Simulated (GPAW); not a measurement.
# PbSe (Clausthalite) (Fm-3m) in GPAW: a series of runs

One crystal, PbSe (Clausthalite), is run at these levels: PBEsol; tasks: relaxation of cell and atoms.

Everything below comes from runs of GPAW 26.7.0. Logs are shortened: lines on timing, memory, paths and dates and some standing lists are left out, and cuts for length are marked. The log counts tension as positive stress, the text compression.

**1. Starting point**

The structure is cubic, space group Fm-3m (No. 225). The conventional cell has a = 6.121 Å, b = 6.121 Å, c = 6.121 Å, α = 90.00°, β = 90.00°, γ = 90.00°. Pb (site symmetry m-3m) has 6 Se at 3.06 Å as nearest neighbours. Se (site symmetry m-3m) has 6 Pb at 3.06 Å as nearest neighbours.

**2. Relaxation of cell and atoms, PBEsol, target pressure 5 GPa, at which the enthalpy is minimised**

Contents of run.py:

```python
from ase import Atoms
from ase.filters import FrechetCellFilter
from ase.io import write
from ase.optimize import BFGS
from ase.units import GPa
from gpaw import GPAW, PW, setup_paths

setup_paths.insert(0, '.')

atoms = Atoms(['Pb', 'Se'],
              cell=[[0.0, 3.06065, 3.06065],
                    [3.06065, 0.0, 3.06065],
                    [3.06065, 3.06065, 0.0]],
              scaled_positions=[[0.0, 0.0, 0.0],
                                [0.5, 0.5, 0.5]],
              pbc=True)

calc = GPAW(mode=PW(600),
            xc='PBEsol',
            kpts={'size': (8, 8, 8), 'gamma': True},
            occupations={'name': 'fermi-dirac', 'width': 0.05},
            nbands=19,
            convergence={'density': 1e-05, 'forces': 0.0001},
            maxiter=150,
            txt='gpaw.txt')
atoms.calc = calc
opt = BFGS(FrechetCellFilter(atoms, scalar_pressure=5 * GPa), trajectory='relax.traj', logfile='-')
done = opt.run(fmax=0.02, steps=60)
calc.write('gs.gpw')
write('result.traj', atoms)
print('Converged:', done)
print('Cell:', atoms.cell.cellpar().round(4))
print('Volume:', round(atoms.get_volume(), 4))
print(atoms.get_scaled_positions().round(5))
```

Potentials or basis: PAW data sets generated in the run's folder for this functional, pw.

On the command line:

```sh
$ gpaw-setup -f PBEsol Pb Se
$ OMP_NUM_THREADS=1 python run.py
```

gpaw.txt:

```text
__  _  _
 | _ |_)|_||  |
 |__||  | ||/\| - 26.7.0

Input parameters:
  mode=PW(ecut=600.0),
  convergence={'density': 1e-05, 'forces': 0.0001},
  kpts=MonkhorstPack(size=(8, 8, 8), gamma=True),
  maxiter=150,
  nbands=19,
  occupations=Occupations(name='fermi-dirac', width=0.05),
  xc=XC(name='PBEsol')

Diagonalizing LCAO Hamiltonian
Converting LCAO to pw mode

                Se

       Pb

Atoms  # Å, Bohr magnetons
|   | symbol |        x |        y |        z |    initial magnetic moments |
|---|--------|----------|----------|----------|-----------------------------|
| 0 |     Pb | 0.000000 | 0.000000 | 0.000000 | ( 0.0000,  0.0000,  0.0000) |
| 1 |     Se | 3.060650 | 3.060650 | 3.060650 | ( 0.0000,  0.0000,  0.0000) |

Unit cell  # Å
| periodic |        x |        y |        z |  lengths |    angles |
|----------|----------|----------|----------|----------|-----------|
|      yes | 0.000000 | 3.060650 | 3.060650 | 4.328413 | 60.000000 |
|      yes | 3.060650 | 0.000000 | 3.060650 | 4.328413 | 60.000000 |
|      yes | 3.060650 | 3.060650 | 0.000000 | 4.328413 | 60.000000 |

Number of symmetries: 48
Symmetry operations  # r_c * U_cc + t_c -> r_c
|    | kind |            matrix            |
|----|------|------------------------------|
|  0 |  σ   |  1, 0, 0,  1, 0,-1,  1,-1, 0 |
|  1 |  C2  |  1, 0, 0,  1,-1, 0,  1, 0,-1 |
|  2 |  E   |  1, 0, 0,  0, 1, 0,  0, 0, 1 |
|  3 |  σ   |  1, 0, 0,  0, 0, 1,  0, 1, 0 |
|  4 |  C4  |  1, 0,-1,  1, 0, 0,  1,-1, 0 |
|  5 |  S6  |  1, 0,-1,  1,-1, 0,  1, 0, 0 |
|  6 |  σ   |  1, 0,-1,  0, 1,-1,  0, 0,-1 |
|  7 |  C3  |  1, 0,-1,  0, 0,-1,  0, 1,-1 |
|  8 |  S6  |  1,-1, 0,  1, 0, 0,  1, 0,-1 |
|  9 |  C4  |  1,-1, 0,  1, 0,-1,  1, 0, 0 |
| 10 |  C3  |  1,-1, 0,  0,-1, 1,  0,-1, 0 |
| 11 |  σ   |  1,-1, 0,  0,-1, 0,  0,-1, 1 |
| 12 |  σ   |  0, 1, 0,  1, 0, 0,  0, 0, 1 |
| 13 |  C4  |  0, 1, 0,  0, 1,-1, -1, 1, 0 |
| 14 |  C3  |  0, 1, 0,  0, 0, 1,  1, 0, 0 |
| 15 |  S6  |  0, 1, 0, -1, 1, 0,  0, 1,-1 |
| 16 |  C2  |  0, 1,-1,  1, 0,-1,  0, 0,-1 |
| 17 |  σ   |  0, 1,-1,  0, 1, 0, -1, 1, 0 |
| 18 |  S4  |  0, 1,-1,  0, 0,-1,  1, 0,-1 |
| 19 |  C4  |  0, 1,-1, -1, 1, 0,  0, 1, 0 |
| 20 |  C3  |  0, 0, 1,  1, 0, 0,  0, 1, 0 |
| 21 |  σ   |  0, 0, 1,  0, 1, 0,  1, 0, 0 |
[... 198 lines left out ...]
|          3 |       -10.802 |     2.000 |
|          4 |       -10.802 |     2.000 |
|          5 |        -7.649 |     2.000 |
|          6 |        -0.316 |     2.000 |
|          7 |         4.065 |     2.000 |
[... 9 lines left out ...]
|         17 |        14.222 |     0.000 |
|         18 |        14.921 |     0.000 |

Gap: 0.155 eV
Transition (v -> c):
  (s=0, k=28, n=9, [0.50, 0.50, 0.50]) -> (s=0, k=28, n=10, [0.50, 0.50, 0.50])
No difference between direct/indirect transitions

Stress tensor  # eV/Ang^3
|        x |         y |         z |
|----------|-----------|-----------|
| 0.004466 |  0.000000 |  0.000000 |
| 0.000000 |  0.004466 | -0.000000 |
| 0.000000 | -0.000000 |  0.004466 |

Forces  # eV/Ang
|       x |        y |        z |
|---------|----------|----------|
| 0.00000 | -0.00000 | -0.00000 |  # Pb   0
| 0.00000 | -0.00000 | -0.00000 |  # Se   1

Interpolating wave functions to new cell

                Se

       Pb

Atoms  # Å, Bohr magnetons
|   | symbol |        x |         y |         z |    initial magnetic moments |
|---|--------|----------|-----------|-----------|-----------------------------|
| 0 |     Pb | 0.000000 | -0.000000 | -0.000000 | ( 0.0000,  0.0000,  0.0000) |
| 1 |     Se | 3.038371 |  3.038371 |  3.038371 | ( 0.0000,  0.0000,  0.0000) |

Unit cell  # Å
| periodic |        x |        y |        z |  lengths |    angles |
|----------|----------|----------|----------|----------|-----------|
|      yes | 0.000000 | 3.038371 | 3.038371 | 4.296906 | 60.000000 |
|      yes | 3.038371 | 0.000000 | 3.038371 | 4.296906 | 60.000000 |
|      yes | 3.038371 | 3.038371 | 0.000000 | 4.296906 | 60.000000 |

Number of symmetries: 48
Symmetry operations  # r_c * U_cc + t_c -> r_c
[... 51 lines left out ...]
|---|--------|----------|----------|-----------|-----------------------------|
| 0 |     Pb | 0.000000 | 0.000000 | -0.000000 | ( 0.0000,  0.0000,  0.0000) |
| 1 |     Se | 2.959791 | 2.959791 |  2.959791 | ( 0.0000,  0.0000,  0.0000) |

Unit cell  # Å
| periodic |         x |         y |         z |  lengths |    angles |
|----------|-----------|-----------|-----------|----------|-----------|
|      yes | -0.000000 |  2.959791 |  2.959791 | 4.185777 | 60.000000 |
|      yes |  2.959791 | -0.000000 |  2.959791 | 4.185777 | 60.000000 |
|      yes |  2.959791 |  2.959791 | -0.000000 | 4.185777 | 60.000000 |

Number of symmetries: 48
Symmetry operations  # r_c * U_cc + t_c -> r_c
|    | kind |            matrix            |
|----|------|------------------------------|
|  0 |  σ   |  1, 0, 0,  1, 0,-1,  1,-1, 0 |
|  1 |  C2  |  1, 0, 0,  1,-1, 0,  1, 0,-1 |
|  2 |  E   |  1, 0, 0,  0, 1, 0,  0, 0, 1 |
|  3 |  σ   |  1, 0, 0,  0, 0, 1,  0, 1, 0 |
|  4 |  C4  |  1, 0,-1,  1, 0, 0,  1,-1, 0 |
|  5 |  S6  |  1, 0,-1,  1,-1, 0,  1, 0, 0 |
|  6 |  σ   |  1, 0,-1,  0, 1,-1,  0, 0,-1 |
|  7 |  C3  |  1, 0,-1,  0, 0,-1,  0, 1,-1 |
|  8 |  S6  |  1,-1, 0,  1, 0, 0,  1, 0,-1 |
|  9 |  C4  |  1,-1, 0,  1, 0,-1,  1, 0, 0 |
| 10 |  C3  |  1,-1, 0,  0,-1, 1,  0,-1, 0 |
| 11 |  σ   |  1,-1, 0,  0,-1, 0,  0,-1, 1 |
| 12 |  σ   |  0, 1, 0,  1, 0, 0,  0, 0, 1 |
| 13 |  C4  |  0, 1, 0,  0, 1,-1, -1, 1, 0 |
| 14 |  C3  |  0, 1, 0,  0, 0, 1,  1, 0, 0 |
| 15 |  S6  |  0, 1, 0, -1, 1, 0,  0, 1,-1 |
| 16 |  C2  |  0, 1,-1,  1, 0,-1,  0, 0,-1 |
| 17 |  σ   |  0, 1,-1,  0, 1, 0, -1, 1, 0 |
| 18 |  S4  |  0, 1,-1,  0, 0,-1,  1, 0,-1 |
| 19 |  C4  |  0, 1,-1, -1, 1, 0,  0, 1, 0 |
| 20 |  C3  |  0, 0, 1,  1, 0, 0,  0, 1, 0 |
| 21 |  σ   |  0, 0, 1,  0, 1, 0,  1, 0, 0 |
[... 215 lines left out ...]
Gap: 0.235 eV
Transition (v -> c):
  (s=0, k=28, n=9, [0.50, 0.50, 0.50]) -> (s=0, k=28, n=10, [0.50, 0.50, 0.50])
No difference between direct/indirect transitions

Stress tensor  # eV/Ang^3
|         x |         y |         z |
|-----------|-----------|-----------|
| -0.034493 |  0.000000 | -0.000000 |
|  0.000000 | -0.034493 | -0.000000 |
| -0.000000 | -0.000000 | -0.034493 |

Forces  # eV/Ang
|        x |        y |        z |
|----------|----------|----------|
| -0.00000 |  0.00000 | -0.00000 |  # Pb   0
|  0.00000 | -0.00000 | -0.00000 |  # Se   1

Interpolating wave functions to new cell

                Se

       Pb

Atoms  # Å, Bohr magnetons
|   | symbol |        x |        y |         z |    initial magnetic moments |
|---|--------|----------|----------|-----------|-----------------------------|
| 0 |     Pb | 0.000000 | 0.000000 | -0.000000 | ( 0.0000,  0.0000,  0.0000) |
| 1 |     Se | 2.967266 | 2.967266 |  2.967266 | ( 0.0000,  0.0000,  0.0000) |

Unit cell  # Å
| periodic |         x |         y |        z |  lengths |    angles |
|----------|-----------|-----------|----------|----------|-----------|
|      yes | -0.000000 |  2.967266 | 2.967266 | 4.196348 | 60.000000 |
|      yes |  2.967266 | -0.000000 | 2.967266 | 4.196348 | 60.000000 |
|      yes |  2.967266 |  2.967266 | 0.000000 | 4.196348 | 60.000000 |

Number of symmetries: 48
Symmetry operations  # r_c * U_cc + t_c -> r_c
|    | kind |            matrix            |
|----|------|------------------------------|
|  0 |  σ   |  1, 0, 0,  1, 0,-1,  1,-1, 0 |
|  1 |  C2  |  1, 0, 0,  1,-1, 0,  1, 0,-1 |
|  2 |  E   |  1, 0, 0,  0, 1, 0,  0, 0, 1 |
|  3 |  σ   |  1, 0, 0,  0, 0, 1,  0, 1, 0 |
|  4 |  C4  |  1, 0,-1,  1, 0, 0,  1,-1, 0 |
|  5 |  S6  |  1, 0,-1,  1,-1, 0,  1, 0, 0 |
|  6 |  σ   |  1, 0,-1,  0, 1,-1,  0, 0,-1 |
|  7 |  C3  |  1, 0,-1,  0, 0,-1,  0, 1,-1 |
|  8 |  S6  |  1,-1, 0,  1, 0, 0,  1, 0,-1 |
|  9 |  C4  |  1,-1, 0,  1, 0,-1,  1, 0, 0 |
| 10 |  C3  |  1,-1, 0,  0,-1, 1,  0,-1, 0 |
| 11 |  σ   |  1,-1, 0,  0,-1, 0,  0,-1, 1 |
| 12 |  σ   |  0, 1, 0,  1, 0, 0,  0, 0, 1 |
| 13 |  C4  |  0, 1, 0,  0, 1,-1, -1, 1, 0 |
| 14 |  C3  |  0, 1, 0,  0, 0, 1,  1, 0, 0 |
| 15 |  S6  |  0, 1, 0, -1, 1, 0,  0, 1,-1 |
| 16 |  C2  |  0, 1,-1,  1, 0,-1,  0, 0,-1 |
| 17 |  σ   |  0, 1,-1,  0, 1, 0, -1, 1, 0 |
| 18 |  S4  |  0, 1,-1,  0, 0,-1,  1, 0,-1 |
| 19 |  C4  |  0, 1,-1, -1, 1, 0,  0, 1, 0 |
| 20 |  C3  |  0, 0, 1,  1, 0, 0,  0, 1, 0 |
| 21 |  σ   |  0, 0, 1,  0, 1, 0,  1, 0, 0 |
[... 214 lines left out ...]
Gap: 0.202 eV
Transition (v -> c):
  (s=0, k=28, n=9, [0.50, 0.50, 0.50]) -> (s=0, k=28, n=10, [0.50, 0.50, 0.50])
No difference between direct/indirect transitions

Stress tensor  # eV/Ang^3
|         x |         y |         z |
|-----------|-----------|-----------|
| -0.030930 | -0.000000 |  0.000000 |
| -0.000000 | -0.030930 |  0.000000 |
|  0.000000 |  0.000000 | -0.030930 |

Forces  # eV/Ang
|       x |       y |        z |
|---------|---------|----------|
| 0.00000 | 0.00000 | -0.00000 |  # Pb   0
| 0.00000 | 0.00000 |  0.00000 |  # Se   1

# Writing to gs.gpw (mode='')
```

Wall time 81 s (1 thread of Arm Neoverse V1, shared host); peak memory 0.22 GiB.

Results:

```yaml
Free_energy: -9.0753 eV
Relaxed_volume: 26.13 Å³/atom
Relaxed_cell: a = 4.196 Å, b = 4.196 Å, c = 4.196 Å, α = 60.00°, β = 60.00°, γ = 60.00°
Space_group_after_relaxing_to_0.05_Å: Fm-3m (No. 225)
Energy_change_on_relaxing_the_enthalpy_is_what_falls: +30.1 meV/atom
Ionic_steps: 4
Pressure_after_relaxing: 5.0 GPa
Band_gap_on_the_k_mesh: 0.20 eV, direct
```

Step by step:
| step | energy change (eV) | largest force (eV/Å) | pressure (GPa) | volume (Å³) |
| --- | --- | --- | --- | --- |
| 1 | 0.0000 | 0.0000 | -0.72 | 57.34 |
| 2 | -0.0010 | 0.0000 | 0.43 | 56.10 |
| 3 | 0.0730 | 0.0000 | 5.53 | 51.86 |
| 4 | 0.0602 | 0.0000 | 4.96 | 52.25 |

Final structure:
```
CELL_PARAMETERS angstrom
0.00000 2.96727 2.96727
2.96727 0.00000 2.96727
2.96727 2.96727 0.00000
ATOMIC_POSITIONS crystal
Pb 0.00000 0.00000 0.00000
Se 0.50000 0.50000 0.50000
```

Caveat: later steps reuse the first step's grids; spin-orbit coupling is left out, which as a rule narrows the gap of such compounds by several tenths of an eV. A k mesh can miss the band edges.

**3. Relaxation of cell and atoms, PBEsol, target pressure 10 GPa, at which the enthalpy is minimised**

Changes to run.py since step 2:

```diff
@@ -26,3 +26,3 @@
 atoms.calc = calc
-opt = BFGS(FrechetCellFilter(atoms, scalar_pressure=5 * GPa), trajectory='relax.traj', logfile='-')
+opt = BFGS(FrechetCellFilter(atoms, scalar_pressure=10 * GPa), trajectory='relax.traj', logfile='-')
 done = opt.run(fmax=0.02, steps=60)
```

Potentials or basis: PAW data sets generated in the run's folder for this functional, pw.

On the command line:

```sh
$ gpaw-setup -f PBEsol Pb Se
$ OMP_NUM_THREADS=1 python run.py
```

Run time: 96 s. Hardware: 1 thread of Arm Neoverse V1, shared host; peak memory 0.24 GiB.

The run converged. Its results:

| Quantity | Value |
| --- | --- |
| Free energy | -8.9363 eV |
| Relaxed volume | 24.61 Å³/atom |
| Relaxed cell | a = 4.114 Å, b = 4.114 Å, c = 4.114 Å, α = 60.00°, β = 60.00°, γ = 60.00° |
| Space group after relaxing (to 0.05 Å) | Fm-3m (No. 225) |
| Energy change on relaxing (the enthalpy is what falls) | +99.5 meV/atom |
| Ionic steps | 5 |
| Pressure after relaxing | 10.0 GPa |
| Band gap on the k mesh | 0.48 eV, direct |

The path:
```csv
step,energy change (eV),largest force (eV/Å),pressure (GPa),volume (Å³)
1,0.0000,0.0000,-0.72,57.34
2,0.0055,0.0000,1.52,55.03
3,0.2592,0.0000,11.79,48.34
4,0.1925,0.0000,9.80,49.33
5,0.1989,0.0000,10.00,49.22
```

Final structure:
```cif
data_structure
_symmetry_space_group_name_H-M 'P 1'
_symmetry_Int_Tables_number 1
_cell_length_a 4.1137
_cell_length_b 4.1137
_cell_length_c 4.1137
_cell_angle_alpha 60.000
_cell_angle_beta 60.000
_cell_angle_gamma 60.000
_cell_volume 49.22
loop_
_atom_site_label
_atom_site_type_symbol
_atom_site_fract_x
_atom_site_fract_y
_atom_site_fract_z
_atom_site_occupancy
Pb1 Pb 0.00000 0.00000 0.00000 1
Se1 Se 0.50000 0.50000 0.50000 1
```

Levels at points of the mesh, in eV from the valence-band top:
| k point | band 7 | band 8 | band 9 | band 10 | band 11 | band 12 | band 13 | band 14 |
| --- | --- | --- | --- | --- | --- | --- | --- | --- |
| (0.00, 0.00, 0.00) | -5.75 | -2.40 | -2.40 | -2.40 | 5.22 | 5.22 | 5.22 | 6.33 |
| (0.50, 0.50, 0.00) | -7.41 | -6.18 | -4.06 | -4.06 | 3.13 | 6.40 | 6.40 | 6.89 |
| (0.50, 0.50, 0.50) | -9.56 | -1.84 | -1.84 | 0.00 | 0.48 | 1.47 | 1.47 | 8.83 |

Caveat: later steps reuse the first step's grids; spin-orbit coupling is left out, which as a rule narrows the gap of such compounds by several tenths of an eV.

**4. Relaxation of cell and atoms, PBEsol, target pressure 20 GPa, at which the enthalpy is minimised**

Changes to run.py since step 3:

```diff
@@ -26,3 +26,3 @@
 atoms.calc = calc
-opt = BFGS(FrechetCellFilter(atoms, scalar_pressure=10 * GPa), trajectory='relax.traj', logfile='-')
+opt = BFGS(FrechetCellFilter(atoms, scalar_pressure=20 * GPa), trajectory='relax.traj', logfile='-')
 done = opt.run(fmax=0.02, steps=60)
```

On the command line:

```sh
$ gpaw-setup -f PBEsol Pb Se
$ OMP_NUM_THREADS=1 python run.py
```

Run time: 96 s. Hardware: 1 thread of Arm Neoverse V1, shared host; peak memory 0.24 GiB.

Results (log left out):

* Free energy: -8.5567 eV
* Relaxed volume: 22.54 Å³/atom
* Relaxed cell: a = 3.995 Å, b = 3.995 Å, c = 3.995 Å, α = 60.00°, β = 60.00°, γ = 60.00°
* Space group after relaxing (to 0.05 Å): Fm-3m (No. 225)
* Energy change on relaxing (the enthalpy is what falls): +289.3 meV/atom
* Ionic steps: 5
* Pressure after relaxing: 20.0 GPa
* Band gap on the k mesh: 0.83 eV, indirect (least direct gap 0.95 eV)

Step by step:
| step | energy change (eV) | largest force (eV/Å) | pressure (GPa) | volume (Å³) |
| --- | --- | --- | --- | --- |
| 1 | 0.0000 | 0.0000 | -0.72 | 57.34 |
| 2 | 0.0404 | 0.0000 | 3.98 | 52.96 |
| 3 | 0.8099 | 0.0000 | 25.28 | 43.43 |
| 4 | 0.5504 | 0.0000 | 19.31 | 45.30 |
| 5 | 0.5785 | 0.0000 | 19.98 | 45.07 |

Final structure:
```
Pb Se
1.0
     0.00000    2.82458    2.82458
     2.82458    0.00000    2.82458
     2.82458    2.82458    0.00000
Pb Se
1 1
Direct
  0.00000 0.00000 0.00000
  0.50000 0.50000 0.50000
```

Levels at points of the mesh, in eV from the valence-band top:
```tsv
k point	band 6	band 7	band 8	band 9	band 10	band 11	band 12	band 13	band 14	band 15
(0.00, 0.00, 0.00)	-15.60	-5.38	-2.71	-2.71	-2.71	5.57	5.57	5.57	6.26	6.26
(0.50, 0.50, 0.00)	-12.89	-7.47	-6.92	-4.57	-4.57	2.85	6.94	6.94	7.45	12.35
(0.50, 0.50, 0.50)	-13.86	-10.11	-2.03	-2.03	-0.12	0.83	1.35	1.35	9.10	10.33
```

Caveat: later steps reuse the first step's grids; the volume moved by over 15 % at a fixed basis, so the end points are rough; spin-orbit coupling is left out, which as a rule narrows the gap of such compounds by several tenths of an eV. A k mesh can miss the band edges.

**5. Relaxation of cell and atoms, PBEsol, target pressure 30 GPa, at which the enthalpy is minimised**

Changes to run.py since step 4:

```diff
@@ -26,3 +26,3 @@
 atoms.calc = calc
-opt = BFGS(FrechetCellFilter(atoms, scalar_pressure=20 * GPa), trajectory='relax.traj', logfile='-')
+opt = BFGS(FrechetCellFilter(atoms, scalar_pressure=30 * GPa), trajectory='relax.traj', logfile='-')
 done = opt.run(fmax=0.02, steps=60)
```

On the command line:

```sh
$ gpaw-setup -f PBEsol Pb Se
$ OMP_NUM_THREADS=1 python run.py
```

Run time: 96 s. Hardware: 1 thread of Arm Neoverse V1, shared host; peak memory 0.23 GiB.

The run converged. Its results:

| Item | Value |
| --- | --- |
| Free energy | -8.1113 eV |
| Relaxed volume | 21.09 Å³/atom |
| Relaxed cell | a = 3.907 Å, b = 3.907 Å, c = 3.907 Å, α = 60.00°, β = 60.00°, γ = 60.00° |
| Space group after relaxing (to 0.05 Å) | Fm-3m (No. 225) |
| Energy change on relaxing (the enthalpy is what falls) | +512.0 meV/atom |
| Ionic steps | 5 |
| Pressure after relaxing | 30.0 GPa |
| Band gap on the k mesh | 0.70 eV, indirect (least direct gap 0.77 eV) |

Step by step:
```
step  energy change (eV)  largest force (eV/Å)  pressure (GPa)  volume (Å³)
   1              0.0000                0.0000           -0.72        57.34
   2              0.1073                0.0000            6.90        50.97
   3              1.4495                0.0000           38.90        40.20
   4              0.9694                0.0000           28.78        42.48
   5              1.0239                0.0000           29.95        42.18
```

Final structure:
```xyz
2
Lattice="0.0000 2.7629 2.7629 2.7629 0.0000 2.7629 2.7629 2.7629 0.0000" Properties=species:S:1:pos:R:3 pbc="T T T"
Pb    0.0000    0.0000    0.0000
Se    2.7629    2.7629    2.7629
```

Levels at points of the mesh, in eV from the valence-band top:
| k point | band 7 | band 8 | band 9 | band 10 | band 11 | band 12 | band 13 | band 14 |
| --- | --- | --- | --- | --- | --- | --- | --- | --- |
| (0.00, 0.00, 0.00) | -5.27 | -3.17 | -3.17 | -3.17 | 5.63 | 5.63 | 5.63 | 6.00 |
| (0.50, 0.50, 0.00) | -7.74 | -7.71 | -5.18 | -5.18 | 2.42 | 7.15 | 7.15 | 7.67 |
| (0.50, 0.50, 0.50) | -10.78 | -2.38 | -2.38 | -0.43 | 0.93 | 1.04 | 1.04 | 9.11 |

Caveat: later steps reuse the first step's grids; the volume moved by over 15 % at a fixed basis, so the end points are rough; spin-orbit coupling is left out, which as a rule narrows the gap of such compounds by several tenths of an eV. A k mesh can miss the band edges.

**6. The runs side by side**

| cell | target pressure | gap on the mesh (eV) | pressure (GPa) |
| --- | --- | --- | --- |
| relaxed to 5 GPa | 5 GPa | 0.20 | 5.0 |
| relaxed to 10 GPa | 10 GPa | 0.48 | 10.0 |
| relaxed to 20 GPa | 20 GPa | 0.83 | 20.0 |
| relaxed to 30 GPa | 30 GPa | 0.70 | 30.0 |

Alike in all rows: task relaxation of cell and atoms; level PBEsol; potentials or basis PAW data sets generated in the run's folder for this functional, pw; no spin polarisation; k mesh 8 × 8 × 8; cutoff (eV) 600; smearing fermi-dirac 0.05 eV.

Caveats: later steps reuse the first step's grids; spin-orbit coupling is left out, which as a rule narrows the gap of such compounds by several tenths of an eV; the volume moved by over 15 % at a fixed basis, so the end points are rough (some runs).

Total energies depend on the potentials used, so only differences within one code and one set of settings carry meaning.
